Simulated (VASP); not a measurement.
# I (Im-3m) in VASP: a series of runs

One crystal, I, is run at these levels: PBE; tasks: single point.

Program: VASP 6.6.1. These are calculated values, not measurements. Logs are shortened: lines on timing, memory, paths and dates and some standing lists are left out, and cuts for length are marked.

### Step 1. The structure

Symmetry: Im-3m, No. 229, cubic system. The conventional cell has a = 4.179 Å, b = 4.179 Å, c = 4.179 Å, α = 90.00°, β = 90.00°, γ = 90.00°. I (site symmetry m-3m) has 8 I at 3.62 Å as nearest neighbours.

The real solid is made of molecules; this cell is a model form.

### Step 2. Single point, PBE

The input, INCAR:

```
SYSTEM = I
PREC = Low
ENCUT = 460
EDIFF = 1E-6
ISMEAR = 0
SIGMA = 0.05
LREAL = .FALSE.
LASPH = .TRUE.
NELM = 100
ALGO = Normal
ISIF = 2
LWAVE = .FALSE.
LCHARG = .FALSE.
GGA = PE
NBANDS = 10
ADDGRID = .FALSE.
```

The input, KPOINTS:

```
Automatic mesh
0
G
  5 5 5
  0 0 0
```

The input, POSCAR:

```
I
1.0
   -2.0893754423      2.0893754423      2.0893754423
    2.0893754423     -2.0893754423      2.0893754423
    2.0893754423      2.0893754423     -2.0893754423
I
1
Direct
    0.0000000000      0.0000000000      0.0000000000
```

Potentials or basis: VASP PAW PBE potentials, release 64 (I).

Started as:

```bash
cat potpaw_PBE.64/I/POTCAR > POTCAR
mpirun -np 1 vasp_std > vasp.out
```

OUTCAR:

```text
SYSTEM = I
   PREC = Low
   ENCUT = 460
   EDIFF = 1E-6
   ISMEAR = 0
   LREAL = .FALSE.
   LASPH = .TRUE.
   NELM = 100
   ISIF = 2
   GGA = PE

 Found     10 irreducible k-points:

 Following reciprocal coordinates:
            Coordinates               Weight
  0.000000  0.000000  0.000000      1.000000
  0.200000  0.000000  0.000000     12.000000
  0.400000  0.000000  0.000000     12.000000
  0.200000  0.200000  0.000000     24.000000
  0.400000  0.200000  0.000000     24.000000
  0.200000  0.200000  0.200000      8.000000
   k-points           NKPTS =     10   k-points in BZ     NKDIM =     10   number of bands    NBANDS=     10
   number of dos      NEDOS =    301   number of ions     NIONS =      1
   total plane-waves  NPLWV =   8000
   dimension x,y,z NGX =    20 NGY =   20 NGZ =   20
   dimension x,y,z NGXF=    20 NGYF=   20 NGZF=   20
   ions per type =               1
   NGX,Y,Z   is equivalent  to a cutoff of   9.19,  9.19,  9.19 a.u.
   NGXF,Y,Z  is equivalent  to a cutoff of   9.19,  9.19,  9.19 a.u.
 SYSTEM =  I
   PREC   = low       normal or accurate (medium, high low for compatibility)
   ISTART =      0    job   : 0-new  1-cont  2-samecut
   ICHARG =      2    charge: 1-file 2-atom 10-const
   ISPIN  =      1    spin polarized calculation?
   LNONCOLLINEAR =      F non collinear calculations
   LSORBIT =      F    spin-orbit coupling
   LASPH  =      T    aspherical Exc in radial PAW
   ENCUT  =  460.0 eV  33.81 Ry    5.81 a.u.   6.33  6.33  6.33*2*pi/ulx,y,z
   NELM   =    100;   NELMIN=  2; NELMDL= -5     # of ELM steps
   EDIFF  = 0.1E-05   stopping-criterion for ELM
   LREAL  =      F    real-space projection
   EDIFFG = 0.1E-04   stopping-criterion for IOM
   NSW    =      0    number of steps for IOM
   IBRION =     -1    ionic relax: 0-MD 1-quasi-New 2-CG
   NFREE  =      0    steps in history (QN), initial steepest desc. (CG)
   ISIF   =      2    stress and relaxation
   ISYM   =      2    0-nonsym 1-usesym 2-fastsym
   POTIM  = 0.5000    time-step for ionic-motion
   TEBEG  =    0.0;   TEEND  =   0.0 temperature during run
   PSTRESS=    0.0 pullay stress
   NELECT =       7.0000    total number of electrons
   NUPDOWN=      -1.0000    fix difference up-down
   EMIN   =  10.00;   EMAX   =-10.00  energy-range for DOS
   EFERMI =   0.00;   METHOD = LEGACY
   ISMEAR =     0;   SIGMA  =   0.05  broadening in eV -4-tet -1-fermi 0-gaus
   EFERMI_NEDOS =   21; number of points for ismear=-14 and -15
   IALGO  =     38    algorithm
   IMIX   =      4    mixing-type and parameters
     AMIX     =   0.40;   BMIX     =  1.00
     AMIX_MAG =   1.60;   BMIX_MAG =  1.00
  volume/ion in A,a.u.               =      36.48       246.21
  Fermi-wavevector in a.u.,A,eV,Ry     =   0.944215  1.784308 12.130172  0.891543
  Thomas-Fermi vector in A             =   2.071998
   LORBIT       =      0    0 simple, 1 ext, 2 COOP (PROOUT), +10 PAW based schemes
   GGA     = PE    functional components
   LHFCALC =     F    Hartree Fock is set to
   AEXX    =    0.0000 exact exchange contribution
   IVDW    =     0    specifies the selected vdW correction
   LEPSILON=     F    determine dielectric tensor
   LRPA    =     F    only Hartree local field effects (RPA)
 non-spin polarized calculation
 Gauss-broadening in eV      SIGMA  =   0.05
  energy-cutoff  :      460.00
  volume of cell :       36.48
 maximum number of plane-waves:       835
   NGX = 13   NGY = 13   NGZ = 13

 number of electron       6.9999933 magnetization

 Free energy of the ion-electron system (eV)
  ---------------------------------------------------
  ext. energy  EPLUGINS =         0.00000000
  ---------------------------------------------------
  free energy    TOTEN  =        -1.11695378 eV

  energy without entropy =       -1.11607468  energy(sigma->0) =       -1.11651423

 E-fermi :   4.1755     XC(G=0):  -8.9257

 val. band max:        4.0791307629   @ k =   0.4000   0.2000   0.0000
 cond. band min:       4.2374029039   @ k =   0.2000   0.0000   0.0000
 fundamental gap:      0.1582721411
 Fermi energy:         4.1755067334

 k-point     1 :       0.0000    0.0000    0.0000
  band No.  band energies     occupation
      1      -9.1955      2.00000
      2       4.8787      0.00000
      3       4.8787      0.00000
      4       4.8788      0.00000
      5      10.9239      0.00000
      6      13.8612      0.00000
      7      13.8612      0.00000
      8      13.8612      0.00000
      9      16.0929      0.00000
     10      16.0929      0.00000

 k-point     2 :       0.2000    0.0000    0.0000
  band No.  band energies     occupation
      1      -8.8013      2.00000
      2       2.7395      2.00000
      3       4.2374      0.08000
      4       4.7770      0.00000
      5      11.4946      0.00000
      6      12.5503      0.00000
      7      13.9396      0.00000
      8      15.3683      0.00000
      9      15.6769      0.00000
     10      15.7208      0.00000

 k-point     3 :       0.4000    0.0000    0.0000
  band No.  band energies     occupation
      1      -7.9959      2.00000
      2       0.1990      2.00000
      3       3.4303      2.00000
      4       4.6021      0.00000
      5      10.0665      0.00000
      6      11.4525      0.00000
      7      16.2332      0.00000
      8      16.2485      0.00000
      9      18.1889      0.00000
     10      19.0833      0.00000

 k-point     4 :       0.2000    0.2000    0.0000
  band No.  band energies     occupation
      1      -8.1799      2.00000
      2       1.0746      2.00000
      3       3.0426      2.00000
      4       4.2692      0.00808
      5      11.3725      0.00000
      6      12.3285      0.00000
      7      14.5338      0.00000
      8      15.2654      0.00000
      9      18.0103      0.00000
     10      18.7611      0.00000

 k-point     5 :       0.4000    0.2000    0.0000
  band No.  band energies     occupation
      1      -7.7051      2.00000
      2       0.2126      2.00000
      3       2.1065      2.00000
      4       4.0791      1.99359
      5      10.9755      0.00000
      6      12.6715      0.00000
      7      15.2060      0.00000
      8      15.9054      0.00000
      9      19.1371      0.00000
     10      20.1436      0.00000

 k-point     6 :       0.2000    0.2000    0.2000
  band No.  band energies     occupation
      1      -7.7329      2.00000
      2       0.6946      2.00000
      3       2.3875      2.00000
      4       2.3875      2.00000
      5      13.5353      0.00000
      6      13.5353      0.00000
      7      15.0644      0.00000
      8      17.9855      0.00000
      9      17.9855      0.00000
     10      20.8768      0.00000

 [... further k-points ...]

------------------------ aborting loop because EDIFF is reached ----------------------------------------

  FORCE on cell =-STRESS in cart. coord.  units (eV):
  Direction    XX          YY          ZZ          XY          YZ          ZX
  --------------------------------------------------------------------------------------
  -------------------------------------------------------------------------------------
  Total       -0.2112115     -0.2112115     -0.2112115     -0.0000000     -0.0000000      0.0000000
  in kB       -9.2751016     -9.2751016     -9.2751016     -0.0000000     -0.0000000      0.0000000
  external PRESSURE =      -9.2751016 kB  Pullay stress =       0.0000000 kB

 VOLUME and BASIS-vectors are now :
 -----------------------------------------------------------------------------
  energy-cutoff  :      460.00
  volume of cell :       36.48
      direct lattice vectors                 reciprocal lattice vectors
    -2.089375442  2.089375442  2.089375442     0.000000000  0.239305962  0.239305962
     2.089375442 -2.089375442  2.089375442     0.239305962  0.000000000  0.239305962
     2.089375442  2.089375442 -2.089375442     0.239305962  0.239305962  0.000000000

 POSITION                                       TOTAL-FORCE (eV/Angst)
 -----------------------------------------------------------------------------------
      0.00000      0.00000      0.00000        -0.000000      0.000000     -0.000000
 -----------------------------------------------------------------------------------
    total drift:                                0.000000      0.000000      0.000000

  FREE ENERGIE OF THE ION-ELECTRON SYSTEM (eV)
  ---------------------------------------------------
  free  energy   TOTEN  =        -1.1169537766 eV

  energy  without entropy=       -1.1160746784  energy(sigma->0) =       -1.11651423
```

It took 2 s on 1 thread of Intel Xeon Platinum 8488C (Sapphire Rapids), shared host; peak memory 0.1 GiB.

The run converged, but some of its settings lie outside the range that counts as converged, so its numbers aren't taken as properties of the crystal.

Results:

```
Free energy            : -1.1170 eV
Pressure               : -0.9 GPa
Band gap on the k mesh : none (metal or under the smearing width)
```

Caveat: the k mesh is coarse (spacing up to 0.43 Å⁻¹), so the values aren't converged; an odd number of electrons without spin polarisation forces a metal; a magnetic or distorted state may lie lower.

### Step 3. Single point, PBE

This run uses another cell than the first one, of the same volume but with other edges.

INCAR is that of step 2.

KPOINTS is that of step 2.

The input, POSCAR:

```
I
1.0
   -2.1240960000      2.1667550000      2.1089740000
    2.1114880000     -2.1329730000      2.0625830000
    2.0399160000      2.0487930000     -2.0751920000
I
1
Direct
    0.0126280000     -0.0160290000     -0.0040210000
```

Potentials or basis: VASP PAW PBE potentials, release 64 (I).

Started as:

```bash
cat potpaw_PBE.64/I/POTCAR > POTCAR
mpirun -np 1 vasp_std > vasp.out
```

Wall time 5.3 s (1 thread of Intel Xeon Platinum 8488C (Sapphire Rapids), shared host); peak memory 0.12 GiB.

The run converged, but some of its settings lie outside the range that counts as converged, so its numbers aren't taken as properties of the crystal.

What came out:

* Free energy: -1.1338 eV
* Pressure: -0.9 GPa
* Band gap on the k mesh: none (metal or under the smearing width)

Caveat: the k mesh is coarse (spacing up to 0.43 Å⁻¹), so the values aren't converged; an odd number of electrons without spin polarisation forces a metal; a magnetic or distorted state may lie lower.

### Step 4. Single point, PBE

INCAR, as its differences from that of step 3:

```diff
@@ -1,3 +1,3 @@
 SYSTEM = I
-PREC = Low
+PREC = Normal
 ENCUT = 460
```

KPOINTS is that of step 3.

The input, POSCAR:

```
I
1.0
   -2.0893754423      2.0893754423      2.0893754423
    2.0893754423     -2.0893754423      2.0893754423
    2.0893754423      2.0893754423     -2.0893754423
I
1
Direct
    0.0000000000      0.0000000000      0.0000000000
```

Potentials or basis: VASP PAW PBE potentials, release 64 (I).

Started as:

```bash
cat potpaw_PBE.64/I/POTCAR > POTCAR
mpirun -np 1 vasp_std > vasp.out
```

OUTCAR:

```text
SYSTEM = I
   PREC = Normal
   ENCUT = 460
   EDIFF = 1E-6
   ISMEAR = 0
   LREAL = .FALSE.
   LASPH = .TRUE.
   NELM = 100
   ISIF = 2
   GGA = PE

 Found     10 irreducible k-points:

 Following reciprocal coordinates:
            Coordinates               Weight
  0.000000  0.000000  0.000000      1.000000
  0.200000  0.000000  0.000000     12.000000
  0.400000  0.000000  0.000000     12.000000
  0.200000  0.200000  0.000000     24.000000
  0.400000  0.200000  0.000000     24.000000
  0.200000  0.200000  0.200000      8.000000
   k-points           NKPTS =     10   k-points in BZ     NKDIM =     10   number of bands    NBANDS=     10
   number of dos      NEDOS =    301   number of ions     NIONS =      1
   total plane-waves  NPLWV =   8000
   dimension x,y,z NGX =    20 NGY =   20 NGZ =   20
   dimension x,y,z NGXF=    40 NGYF=   40 NGZF=   40
   ions per type =               1
   NGX,Y,Z   is equivalent  to a cutoff of   9.19,  9.19,  9.19 a.u.
   NGXF,Y,Z  is equivalent  to a cutoff of  18.38, 18.38, 18.38 a.u.
 SYSTEM =  I
   PREC   = normal    normal or accurate (medium, high low for compatibility)
   ISTART =      0    job   : 0-new  1-cont  2-samecut
   ICHARG =      2    charge: 1-file 2-atom 10-const
[... 62 lines left out ...]
 k-point     1 :       0.0000    0.0000    0.0000
  band No.  band energies     occupation
      1      -9.1955      2.00000
      2       4.8788      0.00000
      3       4.8788      0.00000
      4       4.8788      0.00000
      5      10.9239      0.00000
      6      13.8612      0.00000
      7      13.8612      0.00000
      8      13.8612      0.00000
      9      16.0929      0.00000
     10      16.0929      0.00000
[... 53 lines left out ...]
 k-point     6 :       0.2000    0.2000    0.2000
  band No.  band energies     occupation
      1      -7.7328      2.00000
      2       0.6946      2.00000
      3       2.3875      2.00000
      4       2.3875      2.00000
      5      13.5353      0.00000
      6      13.5353      0.00000
      7      15.0644      0.00000
      8      17.9854      0.00000
      9      17.9854      0.00000
     10      20.8768      0.00000

 [... further k-points ...]

------------------------ aborting loop because EDIFF is reached ----------------------------------------

  FORCE on cell =-STRESS in cart. coord.  units (eV):
  Direction    XX          YY          ZZ          XY          YZ          ZX
  --------------------------------------------------------------------------------------
  -------------------------------------------------------------------------------------
  Total       -0.2162400     -0.2162400     -0.2162400      0.0000000      0.0000000     -0.0000000
  in kB       -9.4959246     -9.4959246     -9.4959246      0.0000000      0.0000000     -0.0000000
  external PRESSURE =      -9.4959246 kB  Pullay stress =       0.0000000 kB

 VOLUME and BASIS-vectors are now :
 -----------------------------------------------------------------------------
  energy-cutoff  :      460.00
  volume of cell :       36.48
      direct lattice vectors                 reciprocal lattice vectors
    -2.089375442  2.089375442  2.089375442     0.000000000  0.239305962  0.239305962
     2.089375442 -2.089375442  2.089375442     0.239305962  0.000000000  0.239305962
     2.089375442  2.089375442 -2.089375442     0.239305962  0.239305962  0.000000000

 POSITION                                       TOTAL-FORCE (eV/Angst)
 -----------------------------------------------------------------------------------
      0.00000      0.00000      0.00000         0.000000     -0.000000      0.000000
 -----------------------------------------------------------------------------------
    total drift:                                0.000000      0.000000     -0.000000

  FREE ENERGIE OF THE ION-ELECTRON SYSTEM (eV)
  ---------------------------------------------------
  free  energy   TOTEN  =        -1.1168753450 eV

  energy  without entropy=       -1.1159961763  energy(sigma->0) =       -1.11643576
```

Wall time 2.1 s (1 thread of Intel Xeon Platinum 8488C (Sapphire Rapids), shared host); peak memory 0.12 GiB.

The run converged, but some of its settings lie outside the range that counts as converged, so its numbers aren't taken as properties of the crystal.

What came out:

```yaml
Free_energy: -1.1169 eV
Pressure: -0.9 GPa
Band_gap_on_the_k_mesh: none (metal or under the smearing width)
```

Caveat: the k mesh is coarse (spacing up to 0.43 Å⁻¹), so the values aren't converged; an odd number of electrons without spin polarisation forces a metal; a magnetic or distorted state may lie lower.

### Step 5. Single point, PBE

This run uses another cell than the first one, of the same volume but with other edges.

INCAR is that of step 4.

KPOINTS is that of step 4.

The input, POSCAR:

```
I
1.0
   -2.1240960000      2.1667550000      2.1089740000
    2.1114880000     -2.1329730000      2.0625830000
    2.0399160000      2.0487930000     -2.0751920000
I
1
Direct
    0.0126280000     -0.0160290000     -0.0040210000
```

Started as:

```bash
cat potpaw_PBE.64/I/POTCAR > POTCAR
mpirun -np 1 vasp_std > vasp.out
```

Run time: 5.7 s. Hardware: 1 thread of Intel Xeon Platinum 8488C (Sapphire Rapids), shared host; peak memory 0.13 GiB.

These settings aren't checked as converged: the numbers below hold their error.

What came out:

| Property | Result |
| --- | --- |
| Free energy | -1.1338 eV |
| Pressure | -0.9 GPa |
| Band gap on the k mesh | none (metal or under the smearing width) |

Caveat: the k mesh is coarse (spacing up to 0.43 Å⁻¹), so the values aren't converged; an odd number of electrons without spin polarisation forces a metal; a magnetic or distorted state may lie lower.

### Step 6. For comparison

An earlier run on the cell as given: functional PBE; potentials or basis VASP PAW PBE potentials, release 64 (I); cutoff 520 eV; k mesh 9 × 9 × 9; occupations fermi-dirac, width 0.05 eV; no spin polarisation.

* Pressure: -0.2 GPa
* Band gap on the k mesh: none (metal or under the smearing width)
